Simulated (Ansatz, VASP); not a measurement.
# HfN: VASP beside Ansatz

```
Hf N
1.0
     0.00000    2.18183    2.18183
     2.18183    0.00000    2.18183
     2.18183    2.18183    0.00000
Hf N
1 1
Direct
  0.00000 0.00000 0.00000
  0.50000 0.50000 0.50000
```

Alike in both runs: functional LDA; k mesh 16 × 16 × 16; occupations fermi-dirac, width 0.15 eV; no spin polarisation.

Ansatz relaxed the structure, and its values are those at the end. VASP's run is a single point on that final structure, the one shown.

|  | VASP | Ansatz |
| --- | --- | --- |
| version | VASP 6.6.1 | Ansatz 0.2.0 |
| potentials or method | VASP PAW LDA potentials, release 64 (Hf_pv, N) | scalar-relativistic, plane waves, PAW |
| plane-wave cutoff (eV) | 520 | 420 |
| valence electrons in the cell | 15 | 31 |

Ansatz gave:

| Item | Value |
| --- | --- |
| gap on the k mesh at the Fermi level (eV) | none |
| pressure (GPa) | 25.0 |

Q: What did VASP give for the same quantities?

A: gap on the k mesh at the Fermi level (eV): none; pressure (GPa): 24.0.

A gap of «none» marks a metal or a gap that the smearing closes. The two sets of potentials don't hold the same shells in valence.

Caveats: so large a pressure means that the cell lies far from this level's equilibrium, or that cutoff or potentials fall short (VASP). Spin-orbit coupling is left out, which matters for the levels of Hf.
